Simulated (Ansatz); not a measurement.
# Ge: the crystal squeezed far

How does Ge (sc type) answer strong compression? Methods of the runs shown: PAW. Its runs: cell relaxed at zero pressure (PAW); volume scaled by 1 (PAW); volume scaled by 0.92 (PAW); volume scaled by 0.84 (PAW); volume scaled by 0.76 (PAW); volume scaled by 0.68 (PAW); volume scaled by 0.6 (PAW); volume scaled by 0.52 (PAW); volume scaled by 0.45 (PAW and PAW (partial_waves polarizable)).

Method: DFT, PBE, PAW with Ansatz's default frozen-core files, scalar-relativistic, in Ansatz 0.2.0.

### Step 1. The system as given

It takes space group Pm-3m (No. 221, cubic). Conventional cell: a = 2.738 Å, b = 2.738 Å, c = 2.738 Å, α = 90.00°, β = 90.00°, γ = 90.00°. Ge (site symmetry m-3m) has 6 Ge at 2.74 Å as nearest neighbours.

As a file:

```
Ge
1.0
     2.73774    0.00000    0.00000
     0.00000    2.73774    0.00000
     0.00000    0.00000    2.73774
Ge
1
Direct
  0.00000 0.00000 0.00000
```

Whether this phase is the stable one at these pressures isn't tested.

### Step 2. Cell relaxed at zero pressure, PAW

Contents of input.yaml:

```yaml
crystal:
  lattice:
    - [2.7377415812, 0.0, 0.0]
    - [0.0, 2.7377415812, 0.0]
    - [0.0, 0.0, 2.7377415812]
  atoms:
    - { symbol: Ge, position: [0.0, 0.0, 0.0] }
kpoints:
  mp_grid: { grid: [15, 15, 15] }
scf:
  occupations: { method: fermi_dirac, width: 0.08 }
hamiltonian:
  xc: pbe
  pseudopotentials: { kind: paw }
output:
  forces: true
  stress: true
relax:
  f_tol: 0.005
  max_steps: 40
  cell: {}
```

Launch:

```console
> ansatz run input.yaml --threads 1 --pin off --max-ram 2048MiB --backend cpu --events-out ev --progress --plain --runs-dir out
```

The program printed (excerpt; [...] marks lines left out):

```text
[...]
Pseudopotentials: kind: paw
Pseudopotential: Ge, paw, valence charge 14, recommended cutoff 420 eV (normal)
Functional definition: PBE
[...]
Crystal: 1 atoms, lattice volume = 20.520 Å³
Basis set: ecut = 420 eV, 389 PW (Γ), exchange–correlation on 40×40×40 points (8 copies of the dense FFT grid, shifted against one another)
Bands: 11, of which v1, the nominal top of the filled ones, is band 7 counted from 1 (6 counted from 0)
Symmetry: 48 space group operations
Space group: Pm-3m (ITA 221), of the structure as read, at distance tolerance 2.7e-5 Å
k-points: 120 of 3375
[...]
SCF iter   1: F=—  HF=-4294.737428 eV  |F-HF|=—  |Δ(HF+E_count)|=         —  Δρ=1.25e-3  dr2=2.43e-4  ethr=1.77e-3  ⟨swp⟩=5.3  Hψ=7639  notcnv=0
[...]
relax step   1: F+E_penalty+E_count = -4294.73739877 eV  Δ(F+E_penalty+E_count) = +0.000e0 eV  max|allowed force component| = 0.000e0 eV/Å  Δτ_max = 0.0000 Å  P = -1.889 GPa  Ω = 20.520 Å³  (6 SCF iters, dr2 threshold 1.00e-7 eV, accepted)
[...]
relax step   3: F+E_penalty+E_count = -4294.74123258 eV  Δ(F+E_penalty+E_count) = -6.726e-5 eV  max|allowed force component| = 0.000e0 eV/Å  Δτ_max = 0.0000 Å  P = -0.017 GPa  Ω = 19.910 Å³  energy of the carried Pulay correction = +1.022e-4 eV  (3 SCF iters, dr2 threshold 1.00e-7 eV, accepted)
[...]
relax step   4: F+E_penalty+E_count = -4294.74112550 eV  Δ(F+E_penalty+E_count) = +1.071e-4 eV  max|allowed force component| = 0.000e0 eV/Å  Δτ_max = 0.0000 Å  P = -0.014 GPa  Ω = 19.910 Å³  stress off target by 1.44e-2 GPa  SCF on the basis re-selected at this cell (its energy is not [...]
SCF converged after 5 iterations
Free energy (F): -4294.741125 eV
[...]
E sigma→0 (E₀):  -4294.734941 eV
Entropy (-TS):   -0.012370 eV (-12.370 meV/atom)
Fermi energy:    9.973486 eV
[...]
--- Forces (eV/Å), atoms counted from 1 ---
  atom   1  Ge    -0.00000000    -0.00000000    -0.00000000
[...]
--- Stress (GPa, compression-positive) ---
       -0.014367      -0.000000       0.000000
       -0.000000      -0.014367       0.000000
        0.000000       0.000000      -0.014367
  P = ⅓ Tr σ = -0.0144 GPa (-0.144 kbar)
--- Relaxed structure (3 steps of the walk, 3 accepted, 1 SCFs on fresh bases) ---
  F+E_penalty+E_count = -4294.74112550 eV   max|allowed force component| = 0.000e0 eV/Å   (the final SCF, on the basis selected at the relaxed cell)
  cell:  # Å, volume = 19.9097 Å³
    - [2.7103250928748945, 2.5679065925163143e-34, -2.182720603638867e-33]
    - [2.5679065925163143e-34, 2.7103250928748945, 0.0]
    - [-2.182720603638867e-33, 0.0, 2.7103250928748945]
  atoms:
    - { symbol: Ge, position: [0.0, 0.0, 0.0] }
```

Run time: 10 s. Hardware: 1 thread of AMD EPYC 7R43 (Zen 3), shared host; peak memory 0.36 GiB.

Step by step:

```csv
step,energy from step 1 (eV/cell),largest force component (eV/Å),pressure (GPa),volume (Å³)
1,0.0000,0.0000,-1.89,20.52
2,-0.0038,0.0000,0.30,19.82
3,-0.0038,0.0000,-0.02,19.91
4,-0.0037,0.0000,-0.01,19.91
```

Step 1 is the start. Step 4 repeats the geometry before on a plane-wave basis chosen anew for that cell, so the energy can jump there without any move; the table keeps such jumps.

| input's cell | before | after | change |
| --- | --- | --- | --- |
| a (Å) | 2.738 | 2.710 | -1.0 % |
| b (Å) | 2.738 | 2.710 | -1.0 % |
| c (Å) | 2.738 | 2.710 | -1.0 % |
| volume (Å³/atom) | 20.52 | 19.91 | -3.0 % |

### Step 3. Volume scaled by 1, PAW

Contents of input.yaml:

```yaml
crystal:
  lattice:
    - [2.7103250929, 0.0, 0.0]
    - [0.0, 2.7103250929, 0.0]
    - [0.0, 0.0, 2.7103250929]
  atoms:
    - { symbol: Ge, position: [0.0, 0.0, 0.0] }
kpoints:
  mp_grid: { grid: [15, 15, 15] }
  band_path:
    path:
      - [0.0, 0.0, 0.0]
      - [0.0, 0.5, 0.0]
      - [0.5, 0.5, 0.0]
      - [0.0, 0.0, 0.0]
      - [0.5, 0.5, 0.5]
      - [0.0, 0.5, 0.0]
      - [0.5, 0.5, 0.5]
      - [0.5, 0.5, 0.0]
    npoints: 8
scf:
  occupations: { method: fermi_dirac, width: 0.08 }
hamiltonian:
  xc: pbe
  pseudopotentials: { kind: paw }
output:
  forces: true
  stress: true
  eigenvalues: true
  populations: true
  dos: { projected: true, de: 0.2, e_range: [-14, 8] }
  write_density: true
  write_potential: true
  elf: true
  volumetric_format: npy
```

Launch:

```console
> ansatz run input.yaml --threads 1 --pin off --max-ram 2048MiB --backend cpu --events-out ev --progress --plain --runs-dir out
```

The program printed:

```text
Engine: ansatz 0.2.0
[... 3 set-up lines as earlier in the session ...]
  parameter kappa = 0.804
  parameter beta = 0.06672455060314922
  exchange = pbe_x(kappa = kappa, mu = beta*pi^2/3)
  correlation = pbe_c(beta = beta)
Crystal: 1 atoms, lattice volume = 19.910 Å³
Basis set: ecut = 420 eV, 389 PW (Γ), exchange–correlation on 40×40×40 points (8 copies of the dense FFT grid, shifted against one another)
Bands: 11, of which v1, the nominal top of the filled ones, is band 7 counted from 1 (6 counted from 0)
[... 2 set-up lines as earlier in the session ...]
k-points: 120 of 3375
Non-local potential: Ge, projectors of the file, l = 0: 2, l = 1: 2, l = 2: 3, l = 3: 1
PAW form: soft (Blöchl's): semilocal exchange-correlation on the pseudo side does not see the compensation charge
PAW one-centre angular grid: Ge, 590 points (default); XC on 64 Gauss nodes
Initial density: superposition of atomic densities (neutral atoms: chi_scale 0, normalization atom), corrected by the library's trained network
Initial wavefunctions: pseudopotential atomic-orbital guess
Functional: x = pbe(κ = 0.804, μ = 0.2195149727645171), c = pbe(β = 0.06672455060314922)
SCF iter   1: F=—  HF=-4294.741149 eV  |F-HF|=—  |Δ(HF+E_count)|=         —  Δρ=1.28e-3  dr2=2.57e-4  ethr=1.77e-3  ⟨swp⟩=5.3  Hψ=7670  notcnv=0
preconditioner: auto → none  [metal: Δε(μ)=0.035 eV  Ē_g=27.150 eV  σ=0.080 eV  W_gap=0.11  n_scr=6 (ndim 8)  ℏωp=31.1 eV  f_vac=0.000  D(μ)=0.62/eV (n_scr^D=6)  sad-step TF]
SCF iter   2: F=—  HF=-4294.741049 eV  |F-HF|=—  |Δ(HF+E_count)|=   1.00e-4  Δρ=9.40e-4  dr2=1.49e-4  ethr=1.83e-6  ⟨swp⟩=2.4  Hψ=2985  notcnv=0
SCF iter   3: F=—  HF=-4294.741129 eV  |F-HF|=—  |Δ(HF+E_count)|=   7.93e-5  Δρ=3.11e-4  dr2=1.41e-5  ethr=1.06e-6  ⟨swp⟩=2.0  Hψ=2101  notcnv=0
SCF iter   4: F=—  HF=-4294.741127 eV  |F-HF|=—  |Δ(HF+E_count)|=   1.76e-6  Δρ=1.12e-4  dr2=1.31e-6  ethr=1.01e-7  ⟨swp⟩=2.0  Hψ=2119  notcnv=0
SCF iter   5: F=—  HF=-4294.741126 eV  |F-HF|=—  |Δ(HF+E_count)|=   1.18e-6  Δρ=2.14e-5  dr2=5.69e-8  ethr=9.35e-9  ⟨swp⟩=2.0  Hψ=2144  notcnv=0
SCF iter   6: F=-4294.741125 eV  HF=-4294.741126 eV  |F-HF|=2.53e-8  |Δ(HF+E_count)|=   8.09e-8  Δρ=8.70e-6  dr2=8.57e-9  ethr=4.06e-10  ⟨swp⟩=7.4  Hψ=7108  notcnv=0
SCF 1 converged in 6 iterations: F = -4294.741125 eV  dr2 = 8.57e-9
NSCF: frozen V_eff on 57 k-points
SCF converged after 6 iterations
Free energy (F): -4294.741125 eV
Harris-Foulkes:  -4294.741126 eV  (|F-HF|=2.53e-8)
Internal energy: -4294.728756 eV  (E = F + TS)
E sigma→0 (E₀):  -4294.734941 eV
Entropy (-TS):   -0.012370 eV (-12.370 meV/atom)
Fermi energy:    9.973526 eV
--- Per-component energies (eV) ---
  E_band       = -125.676022
  E_kinetic    = 110.406799
  E_local      = -2223.051837  (includes V_loc(G=0)·N_el)
  E_nonlocal   = 416.387696
  E_hartree    = 971.923059
  E_xc         = -75.424502
  E_vxc        = -64.361618  (∫ρ·V_xc dr)
  E_paw        = -2017.695219  (= ΣΔE_a)
  E_vpaw       = -308.909302  (= ΣTr[D̂ρ^β])
  E_aug_tail   = 0.000295  (compensation charges beyond the density's cutoff)
  E_ewald      = -1477.275046
  E_smearing   = -0.012370  (= −TS)
  E_closure    = 0.000000  (closes the sum)
  Σ components = -4294.741125   (vs F -4294.741125, Δ=0.00e0)
--- Forces (eV/Å), atoms counted from 1 ---
  atom   1  Ge     0.00000000     0.00000000     0.00000000
  max |Σ_I F_I| component: 1.90e-32 eV/Å
--- Stress (GPa, compression-positive) ---
       -0.014352       0.000000       0.000000
       -0.000000      -0.014352       0.000000
        0.000000       0.000000      -0.014352
  P = ⅓ Tr σ = -0.0144 GPa (-0.144 kbar)
--- Band table (eV; the first three rows and the last of 120) ---
  k-point 0: bands = ["-14.6585", "-14.6585", "-14.4156", "-14.4156", "-14.4156", "-2.7297", "16.5898", "16.5898", "16.5898", "19.9760", "19.9760"]
  k-point 1: bands = ["-14.6579", "-14.6502", "-14.4184", "-14.4184", "-14.4154", "-2.6428", "15.3026", "16.6732", "16.6732", "20.0529", "20.9311"]
  k-point 2: bands = ["-14.6563", "-14.6268", "-14.4262", "-14.4262", "-14.4148", "-2.3829", "13.1645", "16.9196", "16.9196", "20.2824", "21.7327"]
  k-point 119: bands = ["-14.5554", "-14.5551", "-14.5551", "-14.3402", "-14.3402", "8.6212", "10.3299", "10.3299", "10.9747", "16.8110", "17.0170"]
--- Löwdin populations: 1 site ---
  site symbol       q [e]
     0     Ge     13.9770
  spilling = 0.001644 (of n_electrons = 14.000000)
```

Run time: 5 s. Hardware: 1 thread of AMD EPYC 7R43 (Zen 3), shared host; peak memory 0.35 GiB.

This run gives: pressure -0.01 GPa; no gap.

Levels at the path's labelled points, in eV from the Fermi level:

```csv
point,band 4,band 5,band 6,band 7,band 8,band 9,band 10
Γ,-24.39,-24.39,-12.70,6.62,6.62,6.62,10.00
X,-24.44,-24.38,-8.99,-5.54,9.47,9.47,13.16
M,-24.44,-24.31,-5.06,-2.49,-2.49,3.21,12.26
Γ,-24.39,-24.39,-12.70,6.62,6.62,6.62,10.00
R,-24.31,-24.31,-0.53,0.36,0.36,0.36,6.90
X,-24.44,-24.38,-8.99,-5.54,9.47,9.47,13.16
R,-24.31,-24.31,-0.53,0.36,0.36,0.36,6.90
M,-24.44,-24.31,-5.06,-2.49,-2.49,3.21,12.26
```

States per cell, counted by energy window (eV from the Fermi level, on a grid of 0.20 eV):

```csv
from,to,total,Ge 4p,Ge 4s
-10,-9,0.30,0.10,0.19
-9,-8,0.38,0.11,0.26
-8,-7,0.31,0.10,0.21
-7,-6,0.25,0.08,0.17
-6,-5,0.21,0.08,0.13
-5,-4,0.26,0.19,0.07
-4,-3,0.33,0.28,0.05
-3,-2,0.49,0.44,0.05
-2,-1,0.51,0.46,0.05
-1,0,0.49,0.42,0.06
0,1,0.48,0.40,0.06
1,2,0.42,0.34,0.06
2,3,0.37,0.29,0.06
3,4,0.40,0.29,0.07
4,5,0.51,0.31,0.06
```

Density in a lattice plane of the grid's cell (edges 2.71 and 2.71 Å, at 0.000 of the third edge), which holds Ge.

Ten even steps from ' ' (0.10 e/Å³) to '@' (56.50 e/Å³):
```
##++==::..                              ..::==++
==--::..                                  ..::--
......                                      ....
                                                
                                                
                                                
                                                
                                                
                                                
                                                
                                                
                                                
                                                
                                                
                                                
                                                
......                                      ....
==--::..                                  ..::--
##++==::..                              ..::==++
@@##++--..                              ..--++##
```
Columns run along the first of these edges and rows up along the second, over one cell in 24 and 20 even steps from the bottom left corner. Atoms in the plane (fractional): Ge at (0.00, 0.00).

ELF in the same plane.

Ten even steps from '0' (0.02) to '9' (0.60):
```
100013567789998776531000
000124567789998776542100
011235667788888776653211
233456667788788776665433
455566677777677777666555
666667777665556677776666
777777776544444567777777
888887765433333456778888
999887765432223456778899
999987654322222345678999
999887765432223456778899
888887765433333456778888
777777776544444567777777
666667777665556677776666
455566677777677777666555
233456667788788776665433
011235667788888776653211
000124567789998776542100
100013567789998776531000
410013467789998776431001
```
Columns run along the first of these edges and rows up along the second, over one cell in 24 and 20 even steps from the bottom left corner. Atoms in the plane (fractional): Ge at (0.00, 0.00).

Both are smooth fields of the valence electrons: close to the nuclei they are not physical.

Maxima of ELF outside the ion cores: 0.60 on the Ge–Ge line, 1.4 Å from Ge.

### Step 4. Volume scaled by 0.92, PAW

Contents of input.yaml:

```yaml
crystal:
  lattice:
    - [2.6360319008, 0.0, 0.0]
    - [0.0, 2.6360319008, 0.0]
    - [0.0, 0.0, 2.6360319008]
  atoms:
    - { symbol: Ge, position: [0.0, 0.0, 0.0] }
kpoints:
  mp_grid: { grid: [15, 15, 15] }
scf:
  occupations: { method: fermi_dirac, width: 0.08 }
hamiltonian:
  xc: pbe
  pseudopotentials: { kind: paw }
output:
  forces: true
  stress: true
  eigenvalues: true
  populations: true
  write_density: true
  write_potential: true
  elf: true
  volumetric_format: npy
```

Launch:

```console
> ansatz run input.yaml --threads 1 --pin off --max-ram 2048MiB --backend cpu --events-out ev --progress --plain --runs-dir out
```

The program printed (excerpt; [...] marks lines left out):

```text
[...]
[... 3 set-up lines as earlier in the session ...]
[...]
Crystal: 1 atoms, lattice volume = 18.317 Å³
Basis set: ecut = 420 eV, 365 PW (Γ), exchange–correlation on 36×36×36 points (8 copies of the dense FFT grid, shifted against one another)
Bands: 11, of which v1, the nominal top of the filled ones, is band 7 counted from 1 (6 counted from 0)
[... 1 set-up line as earlier in the session ...]
Space group: Pm-3m (ITA 221), of the structure as read, at distance tolerance 2.6e-5 Å
k-points: 120 of 3375
[...]
SCF iter   1: F=—  HF=-4294.710236 eV  |F-HF|=—  |Δ(HF+E_count)|=         —  Δρ=1.33e-3  dr2=2.64e-4  ethr=1.77e-3  ⟨swp⟩=5.1  Hψ=7700  notcnv=0
[...]
SCF iter   7: F=-4294.710286 eV  HF=-4294.710286 eV  |F-HF|=4.30e-8  |Δ(HF+E_count)|=   2.55e-7  Δρ=1.40e-5  dr2=1.73e-8  ethr=7.14e-10  ⟨swp⟩=8.1  Hψ=8084  notcnv=0
[...]
SCF converged after 7 iterations
Free energy (F): -4294.710286 eV
[...]
E sigma→0 (E₀):  -4294.704752 eV
Entropy (-TS):   -0.011068 eV (-11.068 meV/atom)
Fermi energy:    11.222275 eV
[...]
--- Forces (eV/Å), atoms counted from 1 ---
  atom   1  Ge    -0.00000000    -0.00000000     0.00000000
[...]
--- Stress (GPa, compression-positive) ---
        6.733128       0.000000       0.000000
       -0.000000       6.733128       0.000000
        0.000000       0.000000       6.733128
  P = ⅓ Tr σ = 6.7331 GPa (67.331 kbar)
--- Band table (eV; the first three rows and the last of 120) ---
  k-point 0: bands = ["-13.4964", "-13.4964", "-13.1879", "-13.1879", "-13.1879", "-2.1732", "18.2975", "18.2975", "18.2975", "21.5374", "21.5374"]
[...]
--- Löwdin populations: 1 site ---
  site symbol       q [e]
     0     Ge     13.9754
  spilling = 0.001756 (of n_electrons = 14.000000)
```

Run time: 5.6 s. Hardware: 1 thread of AMD EPYC 7R43 (Zen 3), shared host; peak memory 0.35 GiB.

Result: pressure 6.73 GPa; no gap.

Density in a lattice plane of the grid's cell (edges 2.64 and 2.64 Å, at 0.000 of the third edge), which holds Ge.

Ten even steps from ' ' (0.12 e/Å³) to '@' (56.59 e/Å³):
```
##**==::..                              ..::==**
==--::..                                  ..::--
......                                      ....
                                                
                                                
                                                
                                                
                                                
                                                
                                                
                                                
                                                
                                                
                                                
                                                
                                                
......                                      ....
==--::..                                  ..::--
##**==::..                              ..::==**
@@%%++--..                              ..--++%%
```
Columns run along the first of these edges and rows up along the second, over one cell in 24 and 20 even steps from the bottom left corner. Atoms in the plane (fractional): Ge at (0.00, 0.00).

ELF in the same plane.

Ten even steps from '0' (0.02) to '9' (0.61):
```
100013466789998766431000
000123566789998766532100
001234567788988776543210
223445667778887776654432
445556667777677776665554
666666666665556666666666
777777766554445566777777
888877765443334456777888
999887765433233456778899
999987654332223345678999
999887765433233456778899
888877765443334456777888
777777766554445566777777
666666666665556666666666
445556667777677776665554
223445667778887776654432
001234567788988776543210
000123566789998766532100
100013466789998766431000
620012466789998766421002
```
Columns run along the first of these edges and rows up along the second, over one cell in 24 and 20 even steps from the bottom left corner. Atoms in the plane (fractional): Ge at (0.00, 0.00).

Both are smooth fields of the valence electrons: close to the nuclei they are not physical.

Outside the cores ELF peaks at 0.61 on the Ge–Ge line, 1.3 Å from Ge.

### Step 5. Volume scaled by 0.84, PAW

Contents of input.yaml:

```yaml
crystal:
  lattice:
    - [2.5572968751, 0.0, 0.0]
    - [0.0, 2.5572968751, 0.0]
    - [0.0, 0.0, 2.5572968751]
  atoms:
    - { symbol: Ge, position: [0.0, 0.0, 0.0] }
kpoints:
  mp_grid: { grid: [15, 15, 15] }
scf:
  occupations: { method: fermi_dirac, width: 0.08 }
hamiltonian:
  xc: pbe
  pseudopotentials: { kind: paw }
output:
  forces: true
  stress: true
  eigenvalues: true
  populations: true
```

Launch:

```console
> ansatz run input.yaml --threads 1 --pin off --max-ram 2048MiB --backend cpu --events-out ev --progress --plain --runs-dir out
```

The program printed (excerpt; [...] marks lines left out):

```text
[...]
[... 3 set-up lines as earlier in the session ...]
[...]
Crystal: 1 atoms, lattice volume = 16.724 Å³
Basis set: ecut = 420 eV, 341 PW (Γ), exchange–correlation on 36×36×36 points (8 copies of the dense FFT grid, shifted against one another)
Bands: 11, of which v1, the nominal top of the filled ones, is band 7 counted from 1 (6 counted from 0)
[... 2 set-up lines as earlier in the session ...]
k-points: 120 of 3375
[...]
SCF iter   1: F=—  HF=-4294.593973 eV  |F-HF|=—  |Δ(HF+E_count)|=         —  Δρ=1.30e-3  dr2=2.11e-4  ethr=1.77e-3  ⟨swp⟩=5.0  Hψ=7405  notcnv=0
[...]
SCF iter   6: F=-4294.594047 eV  HF=-4294.594047 eV  |F-HF|=1.18e-8  |Δ(HF+E_count)|=   2.19e-7  Δρ=8.17e-6  dr2=4.66e-9  ethr=7.14e-10  ⟨swp⟩=5.1  Hψ=6280  notcnv=0
[...]
SCF converged after 6 iterations
Free energy (F): -4294.594047 eV
[...]
E sigma→0 (E₀):  -4294.589551 eV
Entropy (-TS):   -0.008991 eV (-8.991 meV/atom)
Fermi energy:    12.715532 eV
[...]
--- Forces (eV/Å), atoms counted from 1 ---
  atom   1  Ge    -0.00000000    -0.00000000     0.00000000
[...]
--- Stress (GPa, compression-positive) ---
       17.504393      -0.000000       0.000000
        0.000000      17.504393       0.000000
        0.000000       0.000000      17.504393
  P = ⅓ Tr σ = 17.5044 GPa (175.044 kbar)
--- Band table (eV; the first three rows and the last of 120) ---
  k-point 0: bands = ["-12.1482", "-12.1482", "-11.7504", "-11.7504", "-11.7504", "-1.5158", "20.2987", "20.2987", "20.2987", "23.3831", "23.3831"]
[...]
--- Löwdin populations: 1 site ---
  site symbol       q [e]
     0     Ge     13.9740
  spilling = 0.001859 (of n_electrons = 14.000000)
```

Wall time 5 s (1 thread of AMD EPYC 7R43 (Zen 3), shared host); peak memory 0.34 GiB.

This run gives: pressure 17.50 GPa; no gap.

(Part 1 of 2 ends here.)
